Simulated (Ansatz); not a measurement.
# Rh: a line through an energy map

How does the energy of Rh (P6_3/mmc, No. 194; 2 atoms in the cell) vary with volume per atom, at total spin moment of the cell, held fixed = 0.50 μB?

This is Rh in the hcp structure; at room conditions it is fcc.

Computed with Ansatz 0.2.0 (DFT PBE, scalar-relativistic, plane waves, PAW, unless a step's input says otherwise).

31 further runs of the same task are left out: 31 set aside as unsound or not needed. Runs told in other sessions of the task aren't counted.

## (1) Starting point

It takes space group P6_3/mmc (No. 194, hexagonal). Conventional cell: a = 2.725 Å, b = 2.725 Å, c = 4.385 Å, α = 90.00°, β = 90.00°, γ = 120.00°. Rh (site symmetry -6m2) is surrounded by 12 Rh at 2.70 to 2.72 Å.

Structure file:

```
Rh
1.0
     2.72486    0.00000    0.00000
    -1.36243    2.35980    0.00000
     0.00000    0.00000    4.38512
Rh
2
Direct
  0.66667 0.33333 0.75000
  0.33333 0.66667 0.25000
```

It goes back to an entry of the Materials Project, which need not be the stable form.

This cell was relaxed beforehand with the same method: volume 14.10 Å³/atom, gap on the mesh none (metal).

## (2) Plan of the line

The energy is mapped over volume and a fixed ferromagnetic moment.

The axes are (1) volume per atom: 7 values from 11.56 to 16.64 Å³; (2) total spin moment of the cell, held fixed: 9 values from 0.00 to 2.00 μB.

Nothing else is relaxed (shape and fractional coordinates fixed). Points are written as (first, second).

## (3) Grid point (11.56 Å³, 0.50 μB)

input.yaml reads:

```yaml
crystal:
  lattice:
    - [2.5504655491, 0.0, 0.0]
    - [-1.2752327746, 2.208767957, 0.0]
    - [0.0, 0.0, 4.1044582456]
  atoms:
    - { symbol: Rh, position: [0.6666666667, 0.3333333333, 0.75], spin: 0.25 }
    - { symbol: Rh, position: [0.3333333333, 0.6666666667, 0.25], spin: 0.25 }
basis:
  ecutwfc: 420
kpoints:
  mp_grid: { grid: [21, 21, 12] }
hamiltonian:
  xc: pbe
  pseudopotentials: { kind: paw, azcp: { folder: soft_1 } }
scf:
  occupations: { method: gaussian, width: 0.15 }
  lower_state_search: "off"
output:
  forces: true
  stress: true
  eigenvalues: true
  populations: true
magnetization:
  spin_polarized: true
  initial_magnetization: 0.5
  spin_locking: { lock_magnetization: hard }
```

Run with:

```sh
$ ansatz run input.yaml --threads 2 --pin off --max-ram 4096MiB --backend cpu --events-out ev --progress --plain --runs-dir out
```

The log of the run, cut to the lines that bear on the results:

```text
Warning: output.stress: scf.convergence.dr2_threshold = 1e-7 eV (the SCF's general default) is looser than the 2e-10 eV advised for a printed stress (1e-10 eV for each atom of the cell: 2). What an SCF threshold leaves in a stress goes as its square root, and in the free energy as the [...]
Warning: RAYON_NUM_THREADS=2 ignored (pool sized by the plan → 2); use --threads N
[...]
Pseudopotentials: kind: paw
Pseudopotential: Rh, paw, valence charge 17, recommended cutoff 420 eV (normal), <dir>
Functional definition: PBE
[...]
Crystal: 2 atoms, lattice volume = 23.122 Å³
Basis set: ecut = 420 eV, 451 PW (Γ), exchange–correlation on 36×36×60 points (8 copies of the dense FFT grid, shifted against one another)
Bands: 22, of which v1, the nominal top of the filled ones, is band 17 counted from 1 (16 counted from 0)
Symmetry: 24 space group operations
Space group: P63/mmc (ITA 194), of the structure as read, at distance tolerance 2.8e-5 Å
Magnetic group: BNS 194.263 (UNI 1493), of the structure as read, at distance tolerance 2.8e-5 Å
k-points: 336 of 5292
[...]
Starting moments: Σ|m| = 0.5 μB on 2 of 2 sites
[...]
SCF iter   1: F=—  HF=-12805.407319 eV  |F-HF|=—  |Δ(HF+E_count)|=         —  Δρ=5.44e-2 (↑5.33e-2 ↓5.44e-2)  dr2=2.26e0  dr2_m=2.44e-3  M=0.500 μB ∫|m|=0.500 μB  β_m=0.30  ethr=3.10e-3  ⟨swp⟩=4.6  Hψ=56928  notcnv=0
[...]
SCF iter   8: F=-12804.696512 eV  HF=-12804.696512 eV  |F-HF|=5.02e-10  |Δ(HF+E_count)|=   7.98e-9  Δρ=1.77e-6 (↑1.77e-6 ↓1.10e-6)  dr2=9.08e-10  dr2_m=8.74e-11  M=0.500 μB ∫|m|=0.503 μB  ethr=1.21e-11  ⟨swp⟩=1.0  Hψ=43815  notcnv=0
[...]
SCF converged after 8 iterations
Stability checked in part: among states of this total moment the steps that led to this state did not find it unstable. No probe was made; neither looks for a lower state of another moment (fixed_total_moment; see scf.lower_state_search)
Magnetization: 0.5000 μB (17.2500 up, 16.7500 down)
Absolute magnetization: 0.5032 μB (∫|ρ↑−ρ↓|, with the PAW one-centre terms)
Spin contamination: 0.0003 ħ² per cell (⟨S²⟩ above its minimum at these occupations)
Per-site moments (μB) at R_I (Å): [(0.24299015106370647, 1.0419145666860623), (0.24299015106370656, 1.0419145666860623)]
Free energy (F): -12804.696512 eV
[...]
E sigma→0 (E₀):  -12804.681899 eV
Entropy (-TS):   -0.029226 eV (-14.613 meV/atom)
Fermi energy:    27.972548 (↑ 28.082774, ↓ 27.862322) eV
[...]
--- Forces (eV/Å), atoms counted from 1 ---
  atom   1  Rh    -0.00000000     0.00000000     0.00000000
  atom   2  Rh     0.00000000    -0.00000000    -0.00000000
[...]
--- Stress (GPa, compression-positive) ---
       83.487059      -0.000000      -0.000000
       -0.000000      83.487059      -0.000000
       -0.000000      -0.000000      86.780075
  P = ⅓ Tr σ = 84.5847 GPa (845.847 kbar)
--- Band table (eV; the first three rows and the last of 672) ---
  k-point 0 ↑: bands = ["-51.7198", "-51.4693", "-20.2477", "-19.0775", "-19.0775", "-18.8893", "-18.8876", "-18.8876", "18.5742", "20.0543", "23.8666", "23.8827", "23.8827", "24.5960", "24.5960", "25.3238", "25.3238", "28.0404", "28.0404", "28.6123", "38.5351", "43.4340"]
[...]
--- Löwdin populations: 2 sites ---
  site symbol       q [e]    m [muB]
     0     Rh     16.8899     0.2510
     1     Rh     16.8899     0.2510
  spilling = 0.006476 (of n_electrons = 34.000000)
```

It took 19 s on 2 threads of Arm Neoverse N1, shared host; peak memory 0.48 GiB.

## (4) Grid point (12.41 Å³, 0.50 μB)

Changes to input.yaml since step 3:

```diff
@@ -2,5 +2,5 @@
   lattice:
-    - [2.5504655491, 0.0, 0.0]
-    - [-1.2752327746, 2.208767957, 0.0]
-    - [0.0, 0.0, 4.1044582456]
+    - [2.6112187483, 0.0, 0.0]
+    - [-1.3056093742, 2.2613817708, 0.0]
+    - [0.0, 0.0, 4.202228227]
   atoms:
```

Run with:

```sh
$ ansatz run input.yaml --threads 2 --pin off --max-ram 4096MiB --backend cpu --events-out ev --progress --plain --runs-dir out
```

The log of the run, cut to the lines that bear on the results:

```text
Warning: output.stress: scf.convergence.dr2_threshold = 1e-7 eV (the SCF's general default) is looser than the 2e-10 eV advised for a printed stress (1e-10 eV for each atom of the cell: 2). What an SCF threshold leaves in a stress goes as its square root, and in the free energy as the [...]
Warning: RAYON_NUM_THREADS=2 ignored (pool sized by the plan → 2); use --threads N
[...]
[... 3 set-up lines as earlier in the session ...]
[...]
Crystal: 2 atoms, lattice volume = 24.814 Å³
Basis set: ecut = 420 eV, 513 PW (Γ), exchange–correlation on 36×36×60 points (8 copies of the dense FFT grid, shifted against one another)
Bands: 22, of which v1, the nominal top of the filled ones, is band 17 counted from 1 (16 counted from 0)
[... 1 set-up line as earlier in the session ...]
Space group: P63/mmc (ITA 194), of the structure as read, at distance tolerance 2.9e-5 Å
Magnetic group: BNS 194.263 (UNI 1493), of the structure as read, at distance tolerance 2.9e-5 Å
k-points: 336 of 5292
[...]
Magnetization: 0.5000 μB (17.2500 up, 16.7500 down)
Absolute magnetization: 0.5053 μB (∫|ρ↑−ρ↓|, with the PAW one-centre terms)
Spin contamination: 0.0004 ħ² per cell (⟨S²⟩ above its minimum at these occupations)
Per-site moments (μB) at R_I (Å): [(0.245281498397888, 1.0667334250352034), (0.24528149839788776, 1.0667334250352034)]
Free energy (F): -12805.372805 eV
[...]
E sigma→0 (E₀):  -12805.356564 eV
Entropy (-TS):   -0.032483 eV (-16.242 meV/atom)
Fermi energy:    25.631913 (↑ 25.718447, ↓ 25.545379) eV
[...]
--- Forces (eV/Å), atoms counted from 1 ---
  atom   1  Rh    -0.00000000     0.00000000     0.00000000
  atom   2  Rh     0.00000000    -0.00000000     0.00000000
[...]
--- Stress (GPa, compression-positive) ---
       45.214907       0.000000       0.000000
        0.000000      45.214907       0.000000
        0.000000       0.000000      47.176809
  P = ⅓ Tr σ = 45.8689 GPa (458.689 kbar)
--- Band table (eV; the first three rows and the last of 672) ---
[... band rows left out ...]
[...]
--- Löwdin populations: 2 sites ---
  site symbol       q [e]    m [muB]
     0     Rh     16.8906     0.2516
     1     Rh     16.8906     0.2516
  spilling = 0.006433 (of n_electrons = 34.000000)
```

Wall time 24 s (2 threads of Arm Neoverse N1, shared host); peak memory 0.5 GiB.

## (5) Grid point (13.25 Å³, 0.50 μB)

Changes to input.yaml since step 4:

```diff
@@ -2,5 +2,5 @@
   lattice:
-    - [2.6112187483, 0.0, 0.0]
-    - [-1.3056093742, 2.2613817708, 0.0]
-    - [0.0, 0.0, 4.202228227]
+    - [2.6692693142, 0.0, 0.0]
+    - [-1.3346346571, 2.3116550356, 0.0]
+    - [0.0, 0.0, 4.2956488669]
   atoms:
```

Run with:

```sh
$ ansatz run input.yaml --threads 2 --pin off --max-ram 4096MiB --backend cpu --events-out ev --progress --plain --runs-dir out
```

The log of the run, cut to the lines that bear on the results:

```text
[...]
SCF converged after 9 iterations
Stability checked in part: among states of this total moment the steps that led to this state did not find it unstable. No probe was made; neither looks for a lower state of another moment (fixed_total_moment; see scf.lower_state_search)
Magnetization: 0.5000 μB (17.2500 up, 16.7500 down)
Absolute magnetization: 0.5079 μB (∫|ρ↑−ρ↓|, with the PAW one-centre terms)
Spin contamination: 0.0005 ħ² per cell (⟨S²⟩ above its minimum at these occupations)
Per-site moments (μB) at R_I (Å): [(0.24732182439763103, 1.0904482053441416), (0.24732182439763117, 1.0904482053441416)]
Free energy (F): -12805.707049 eV
[...]
E sigma→0 (E₀):  -12805.689044 eV
Entropy (-TS):   -0.036011 eV (-18.005 meV/atom)
Fermi energy:    23.587906 (↑ 23.654435, ↓ 23.521378) eV
[...]
--- Forces (eV/Å), atoms counted from 1 ---
  atom   1  Rh     0.00000000    -0.00000000     0.00000000
  atom   2  Rh    -0.00000000     0.00000000     0.00000000
[...]
--- Stress (GPa, compression-positive) ---
       18.722313       0.000000       0.000000
       -0.000000      18.722313       0.000000
        0.000000       0.000000      19.746409
  P = ⅓ Tr σ = 19.0637 GPa (190.637 kbar)
--- Band table (eV; the first three rows and the last of 672) ---
  k-point 0 ↑: bands = ["-55.5838", "-55.4430", "-23.8711", "-23.1227", "-23.1227", "-23.0100", "-22.9989", "-22.9989", "15.2465", "16.9974", "20.2539", "20.2814", "20.2814", "20.8482", "20.8482", "21.4339", "21.4339", "23.6345", "23.6345", "24.3153", "32.6101", "39.2602"]
[...]
--- Löwdin populations: 2 sites ---
  site symbol       q [e]    m [muB]
     0     Rh     16.8919     0.2522
     1     Rh     16.8919     0.2522
  spilling = 0.006356 (of n_electrons = 34.000000)
```

Run time: 24 s. Hardware: 2 threads of Arm Neoverse N1, shared host; peak memory 0.51 GiB.

## (6) Point (14.10 Å³, 0.50 μB)

Changes to input.yaml since step 5:

```diff
@@ -2,5 +2,5 @@
   lattice:
-    - [2.6692693142, 0.0, 0.0]
-    - [-1.3346346571, 2.3116550356, 0.0]
-    - [0.0, 0.0, 4.2956488669]
+    - [2.7248648789, 0.0, 0.0]
+    - [-1.3624324395, 2.359802207, 0.0]
+    - [0.0, 0.0, 4.3851186793]
   atoms:
```

Run with:

```sh
$ ansatz run input.yaml --threads 2 --pin off --max-ram 4096MiB --backend cpu --events-out ev --progress --plain --runs-dir out
```

The log of the run, cut to the lines that bear on the results:

```text
[...]
SCF converged after 9 iterations
Stability checked in part: among states of this total moment the steps that led to this state did not find it unstable. No probe was made; neither looks for a lower state of another moment (fixed_total_moment; see scf.lower_state_search)
Magnetization: 0.5000 μB (17.2500 up, 16.7500 down)
Absolute magnetization: 0.5106 μB (∫|ρ↑−ρ↓|, with the PAW one-centre terms)
Spin contamination: 0.0006 ħ² per cell (⟨S²⟩ above its minimum at these occupations)
Per-site moments (μB) at R_I (Å): [(0.24913719341627738, 1.113160070154252), (0.2491371934162775, 1.113160070154252)]
Free energy (F): -12805.804308 eV
[...]
E sigma→0 (E₀):  -12805.784395 eV
Entropy (-TS):   -0.039825 eV (-19.912 meV/atom)
Fermi energy:    21.790317 (↑ 21.839833, ↓ 21.740802) eV
[...]
--- Forces (eV/Å), atoms counted from 1 ---
  atom   1  Rh    -0.00000000     0.00000000     0.00000000
  atom   2  Rh     0.00000000    -0.00000000     0.00000000
[...]
--- Stress (GPa, compression-positive) ---
        0.386917       0.000000       0.000000
        0.000000       0.386917       0.000000
        0.000000       0.000000       0.734625
  P = ⅓ Tr σ = 0.5028 GPa (5.028 kbar)
--- Band table (eV; the first three rows and the last of 672) ---
  k-point 0 ↑: bands = ["-57.1815", "-57.0739", "-25.3870", "-24.7783", "-24.7783", "-24.6910", "-24.6769", "-24.6769", "13.9159", "15.7371", "18.7579", "18.7891", "18.7891", "19.2991", "19.2991", "19.8288", "19.8288", "21.8262", "21.8262", "22.5870", "30.1909", "37.4906"]
[...]
--- Löwdin populations: 2 sites ---
  site symbol       q [e]    m [muB]
     0     Rh     16.8937     0.2526
     1     Rh     16.8937     0.2526
  spilling = 0.006251 (of n_electrons = 34.000000)
```

It took 25 s on 2 threads of Arm Neoverse N1, shared host; peak memory 0.53 GiB.

## (7) The run at (14.94 Å³, 0.50 μB)

Changes to input.yaml since step 6:

```diff
@@ -2,5 +2,5 @@
   lattice:
-    - [2.7248648789, 0.0, 0.0]
-    - [-1.3624324395, 2.359802207, 0.0]
-    - [0.0, 0.0, 4.3851186793]
+    - [2.7782838484, 0.0, 0.0]
+    - [-1.3891419242, 2.4060643917, 0.0]
+    - [0.0, 0.0, 4.4710857021]
   atoms:
```

Run with:

```sh
$ ansatz run input.yaml --threads 2 --pin off --max-ram 4096MiB --backend cpu --events-out ev --progress --plain --runs-dir out
```

The log of the run, cut to the lines that bear on the results:

```text
[...]
SCF converged after 9 iterations
Stability checked in part: among states of this total moment the steps that led to this state did not find it unstable. No probe was made; neither looks for a lower state of another moment (fixed_total_moment; see scf.lower_state_search)
Magnetization: 0.5000 μB (17.2500 up, 16.7500 down)
Absolute magnetization: 0.5139 μB (∫|ρ↑−ρ↓|, with the PAW one-centre terms)
Spin contamination: 0.0008 ħ² per cell (⟨S²⟩ above its minimum at these occupations)
Per-site moments (μB) at R_I (Å): [(0.25076826732652435, 1.134982753672705), (0.2507682673265241, 1.134982753672705)]
Free energy (F): -12805.737825 eV
[...]
E sigma→0 (E₀):  -12805.715862 eV
Entropy (-TS):   -0.043926 eV (-21.963 meV/atom)
Fermi energy:    20.197524 (↑ 20.232455, ↓ 20.162593) eV
[...]
--- Forces (eV/Å), atoms counted from 1 ---
  atom   1  Rh     0.00000000    -0.00000000     0.00000000
  atom   2  Rh     0.00000000     0.00000000     0.00000000
[...]
--- Stress (GPa, compression-positive) ---
      -12.253403       0.000000       0.000000
        0.000000     -12.253403      -0.000000
        0.000000      -0.000000     -12.391256
  P = ⅓ Tr σ = -12.2994 GPa (-122.994 kbar)
--- Band table (eV; the first three rows and the last of 672) ---
  k-point 0 ↑: bands = ["-58.6016", "-58.5185", "-26.7432", "-26.2431", "-26.2431", "-26.1758", "-26.1594", "-26.1594", "12.7519", "14.6157", "17.4250", "17.4586", "17.4586", "17.9201", "17.9201", "18.4013", "18.4013", "20.2231", "20.2231", "21.0707", "28.0533", "35.8892"]
[...]
--- Löwdin populations: 2 sites ---
  site symbol       q [e]    m [muB]
     0     Rh     16.8959     0.2531
     1     Rh     16.8959     0.2531
  spilling = 0.006126 (of n_electrons = 34.000000)
```

Wall time 29 s (2 threads of Arm Neoverse N1, shared host); peak memory 0.54 GiB.

## (8) Grid point (15.79 Å³, 0.50 μB)

Changes to input.yaml since step 7:

```diff
@@ -2,5 +2,5 @@
   lattice:
-    - [2.7782838484, 0.0, 0.0]
-    - [-1.3891419242, 2.4060643917, 0.0]
-    - [0.0, 0.0, 4.4710857021]
+    - [2.8297519717, 0.0, 0.0]
+    - [-1.4148759859, 2.4506370939, 0.0]
+    - [0.0, 0.0, 4.5539132325]
   atoms:
```

Run with:

```sh
$ ansatz run input.yaml --threads 2 --pin off --max-ram 4096MiB --backend cpu --events-out ev --progress --plain --runs-dir out
```

The log of the run, cut to the lines that bear on the results:

```text
[...]
SCF converged after 8 iterations
Stability checked in part: among states of this total moment the steps that led to this state did not find it unstable. No probe was made; neither looks for a lower state of another moment (fixed_total_moment; see scf.lower_state_search)
Magnetization: 0.5000 μB (17.2500 up, 16.7500 down)
Absolute magnetization: 0.5175 μB (∫|ρ↑−ρ↓|, with the PAW one-centre terms)
Spin contamination: 0.0009 ħ² per cell (⟨S²⟩ above its minimum at these occupations)
Per-site moments (μB) at R_I (Å): [(0.25228673731138185, 1.156008478700988), (0.2522867373113822, 1.156008478700988)]
Free energy (F): -12805.558804 eV
[...]
E sigma→0 (E₀):  -12805.534661 eV
Entropy (-TS):   -0.048284 eV (-24.142 meV/atom)
Fermi energy:    18.776922 (↑ 18.799266, ↓ 18.754578) eV
[...]
--- Forces (eV/Å), atoms counted from 1 ---
  atom   1  Rh     0.00000000    -0.00000000     0.00000000
  atom   2  Rh    -0.00000000     0.00000000     0.00000000
[...]
--- Stress (GPa, compression-positive) ---
      -20.873082       0.000000       0.000000
        0.000000     -20.873082       0.000000
        0.000000       0.000000     -21.361284
  P = ⅓ Tr σ = -21.0358 GPa (-210.358 kbar)
--- Band table (eV; the first three rows and the last of 672) ---
  k-point 0 ↑: bands = ["-59.8708", "-59.8059", "-27.9624", "-27.5476", "-27.5476", "-27.4960", "-27.4780", "-27.4780", "11.7250", "13.6113", "16.2300", "16.2653", "16.2653", "16.6849", "16.6849", "17.1240", "17.1240", "18.7930", "18.7930", "19.7293", "26.1517", "34.4316"]
[...]
--- Löwdin populations: 2 sites ---
  site symbol       q [e]    m [muB]
     0     Rh     16.8982     0.2534
     1     Rh     16.8982     0.2534
  spilling = 0.005986 (of n_electrons = 34.000000)
```

Wall time 24 s (2 threads of Arm Neoverse N1, shared host); peak memory 0.55 GiB.

## (9) Point (16.64 Å³, 0.50 μB)

Changes to input.yaml since step 8:

```diff
@@ -2,5 +2,5 @@
   lattice:
-    - [2.8297519717, 0.0, 0.0]
-    - [-1.4148759859, 2.4506370939, 0.0]
-    - [0.0, 0.0, 4.5539132325]
+    - [2.8794130266, 0.0, 0.0]
+    - [-1.4397065133, 2.493644829, 0.0]
+    - [0.0, 0.0, 4.6338326521]
   atoms:
```

Run with:

```sh
$ ansatz run input.yaml --threads 2 --pin off --max-ram 4096MiB --backend cpu --events-out ev --progress --plain --runs-dir out
```

The log of the run, cut to the lines that bear on the results:

```text
Warning: output.stress: scf.convergence.dr2_threshold = 1e-7 eV (the SCF's general default) is looser than the 2e-10 eV advised for a printed stress (1e-10 eV for each atom of the cell: 2). What an SCF threshold leaves in a stress goes as its square root, and in the free energy as the [...]
Warning: RAYON_NUM_THREADS=2 ignored (pool sized by the plan → 2); use --threads N
[...]
[... 3 set-up lines as earlier in the session ...]
[...]
Crystal: 2 atoms, lattice volume = 33.272 Å³
Basis set: ecut = 420 eV, 639 PW (Γ), exchange–correlation on 40×40×64 points (8 copies of the dense FFT grid, shifted against one another)
Bands: 22, of which v1, the nominal top of the filled ones, is band 17 counted from 1 (16 counted from 0)
[... 1 set-up line as earlier in the session ...]
Space group: P63/mmc (ITA 194), of the structure as read, at distance tolerance 3.2e-5 Å
Magnetic group: BNS 194.263 (UNI 1493), of the structure as read, at distance tolerance 3.2e-5 Å
k-points: 336 of 5292
[...]
Magnetization: 0.5000 μB (17.2500 up, 16.7500 down)
Absolute magnetization: 0.5215 μB (∫|ρ↑−ρ↓|, with the PAW one-centre terms)
Spin contamination: 0.0010 ħ² per cell (⟨S²⟩ above its minimum at these occupations)
Per-site moments (μB) at R_I (Å): [(0.2537095669624631, 1.1762959813225669), (0.253709566962463, 1.1762959813225669)]
Free energy (F): -12805.303639 eV
[...]
E sigma→0 (E₀):  -12805.277212 eV
Entropy (-TS):   -0.052854 eV (-26.427 meV/atom)
Fermi energy:    17.503450 (↑ 17.514889, ↓ 17.492011) eV
[...]
--- Forces (eV/Å), atoms counted from 1 ---
  atom   1  Rh     0.00000000    -0.00000000     0.00000000
  atom   2  Rh     0.00000000     0.00000000     0.00000000
[...]
--- Stress (GPa, compression-positive) ---
      -26.633899      -0.000000       0.000000
        0.000000     -26.633899       0.000000
        0.000000       0.000000     -27.365247
  P = ⅓ Tr σ = -26.8777 GPa (-268.777 kbar)
--- Band table (eV; the first three rows and the last of 672) ---
[... band rows left out ...]
[...]
--- Löwdin populations: 2 sites ---
  site symbol       q [e]    m [muB]
     0     Rh     16.9008     0.2538
     1     Rh     16.9008     0.2538
  spilling = 0.005835 (of n_electrons = 34.000000)
```

Wall time 26 s (2 threads of Arm Neoverse N1, shared host); peak memory 0.54 GiB.

## (10) The line in numbers

```
volume per atom (Å³)  step  energy (meV/atom)  pressure (GPa)  absolute magnetic moment (μB per cell)
               11.56     3                554              85                                   0.503
               12.41     4                216              46                                   0.505
               13.25     5                 49              19                                   0.508
               14.10     6                  0               1                                   0.511
               14.94     7                 33             −12                                   0.514
               15.79     8                123             −21                                   0.518
               16.64     9                250             −27                                   0.521
```

Energies count from the lowest point of the line.

What this shows: Of the points computed the energy is lowest at 14.10 Å³. Three points round the minimum, joined by a parabola, put the minimum at 14.178 Å³, with a curvature of about 110 meV/atom per (Å³)². The well is lopsided: two grid steps out, the energy rises by 216 meV/atom towards smaller values and 123 meV/atom towards larger ones. The highest point computed, at 11.56 Å³, lies 554 meV/atom above the lowest. This is one cut through a surface in two coordinates; the map's lowest point lies off it.
